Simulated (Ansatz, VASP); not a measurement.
# Two plane-wave programs on Rh

File INCAR:

```
PREC = Accurate ; ENCUT = 520
EDIFF = 1E-7 ; ISMEAR = 0
SIGMA = 0.15 ; LREAL = False
LASPH = True ; NELM = 60
ALGO = Fast ; ISIF = 2
LWAVE = False ; LCHARG = False
GGA = PE ; NBANDS = 14
```

The input KPOINTS:

```
Automatic mesh
0
Gamma
  22 22 22
```

The input POSCAR:

```
Rh
1.0
    0.0000000000      1.9796929816      1.6963989159
    1.9796929816      0.0000000000      1.6963989159
    1.9796929816      1.9796929816      0.0000000000
Rh
1
Direct
    0.0000000000      0.0000000000      0.0000000000
```

Input for Ansatz:

```yaml
crystal:
  lattice:
    - [0.0, 1.9796929816, 1.6963989159]
    - [1.9796929816, 0.0, 1.6963989159]
    - [1.9796929816, 1.9796929816, 0.0]
  atoms:
    - { symbol: Rh, position: [0.0, 0.0, 0.0] }
basis:
  ecutwfc: 420
kpoints:
  mp_grid: { grid: [22, 22, 22] }
hamiltonian:
  xc: pbe
  pseudopotentials: { kind: paw, azcp: { folder: soft_1 } }
scf:
  occupations: { method: gaussian, width: 0.15 }
output:
  forces: true
  stress: true
  eigenvalues: true
```

Alike in both runs: task single point; functional PBE; k mesh 22 × 22 × 22; occupations gaussian, width 0.15 eV; no spin polarisation.

```csv
,VASP,Ansatz
version,VASP 6.6.1,Ansatz 0.2.0
potentials or method,"VASP PAW PBE potentials, release 64 (Rh_pv)","scalar-relativistic, plane waves, PAW"
plane-wave cutoff (eV),520,420
valence electrons in the cell,15,17
```

|  | VASP | Ansatz | Ansatz less VASP |
| --- | --- | --- | --- |
| gap on the k mesh at the Fermi level (eV) | none | none | - |
| pressure (GPa) | 19.6 | 19.5 | -0.04 |
| largest component of the traceless stress (GPa) | 20.11 | 20.16 | +0.041 |

A gap of «none» marks a metal or a gap that the smearing closes. The two sets of potentials don't hold the same shells in valence.

Caveats: so large a pressure means that the cell lies far from this level's equilibrium, or that cutoff or potentials fall short (VASP).
